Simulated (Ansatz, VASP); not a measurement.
## Au: VASP and Ansatz over several settings

```
Au
1.0
     2.82262    0.00000    0.00000
    -1.41131    2.55593    0.00000
     0.00000    0.00000   29.67951
Au
7
Cartesian
  0.0000 1.7108 7.5000
  1.4113 0.8451 9.9466
  0.0000 1.7108 12.3932
  1.4113 0.8451 14.8398
  0.0000 1.7108 17.2863
  1.4113 0.8451 19.7329
  0.0000 1.7108 22.1795
```

Single points on this cell with VASP 6.6.1 and Ansatz 0.2.0. Each row is one pair of runs. Alike in all rows: spin: off; k mesh: 11 × 11 × 1; smearing: fermi-dirac, width 0.05 eV; VASP's potentials, cutoff: VASP PAW PBE potentials, release 64 (Au), 520 eV.

| level | Ansatz's potentials, cutoff | gap on the k mesh at the Fermi level (eV), VASP | gap on the k mesh at the Fermi level (eV), Ansatz | rms of the force components (eV/Å), VASP | rms of the force components (eV/Å), Ansatz | work function, face that differs most (eV), VASP | work function, face that differs most (eV), Ansatz |
| --- | --- | --- | --- | --- | --- | --- | --- |
| PBE | Ansatz PAW, 420 eV | none | none | 0.064 | 0.066 | 5.28 | 5.29 |
| PBE | Ansatz PAW earlier set, 864 eV | none | none | 0.064 | 0.067 | 5.28 | 5.29 |
| PBE | JTH PAW, 750 eV | none | none | 0.064 | 0.067 | 5.28 | 5.29 |
| PBE | SPMS NC, 517 eV | none | none | 0.064 | 0.065 | 5.28 | 5.30 |
| PBE | PseudoDojo standard (PBE files), 1034 eV | none | none | 0.064 | 0.063 | 5.28 | 5.29 |
| PBE | PseudoDojo stringent (PBE files), 1034 eV | none | none | 0.064 | 0.063 | 5.28 | 5.29 |
| PBE | Ansatz NC, 1034 eV | none | none | 0.064 | 0.067 | 5.28 | 5.29 |

Rms of the force components (eV/Å): the two programs differ by at most 0.0029; work function, face that differs most (eV): the two programs differ by at most 0.018.

A gap of «none» marks a metal or a gap that the smearing closes.
